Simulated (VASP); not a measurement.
The system is PbSe (Clausthalite).

```
CELL_PARAMETERS angstrom
0.00000 3.06065 3.06065
3.06065 0.00000 3.06065
3.06065 3.06065 0.00000
ATOMIC_POSITIONS crystal
Pb 0.00000 0.00000 0.00000
Se 0.50000 0.50000 0.50000
```

| Item | Value |
| --- | --- |
| Program | VASP 6.6.1 |
| Task | relaxation of cell and atoms |
| Functional | rev-vdW-DF2 |
| Potentials or basis | VASP PAW PBE potentials, release 64 (Pb_d, Se) |
| Cutoff | 600 eV |
| k mesh | 8 × 8 × 8 |
| Occupations | fermi-dirac, width 0.05 eV |
| Spin | no spin polarisation |

At the start: pressure 1.2 GPa; volume 28.67 Å³/atom.

Q: How do energy, volume and symmetry change on relaxing?

A: Over 3 steps the energy falls by 2.6 meV/atom and the volume is 29.35 Å³/atom (+2.4 %); space group Fm-3m (No. 225, to 0.05 Å).

Step by step:
```csv
step,energy change (eV),largest force (eV/Å),pressure (GPa),volume (Å³)
1,0.0000,0.0000,1.24,57.34
2,-0.0045,0.0000,-0.41,59.20
3,-0.0052,0.0000,-0.01,58.70
```

Final structure:
```xyz
2
Lattice="0.0000 3.0847 3.0847 3.0847 0.0000 3.0847 3.0847 3.0847 0.0000" Properties=species:S:1:pos:R:3 pbc="T T T"
Pb    0.0000    0.0000    0.0000
Se    3.0847    3.0847    3.0847
```

The cell as given is a measured one (28.67 Å³/atom); rev-vdW-DF2 puts the equilibrium volume +2.4 % from it, thermal expansion not counted.

Caveat: the PAW data sets were made with another functional, which shifts forces and pressure a little.
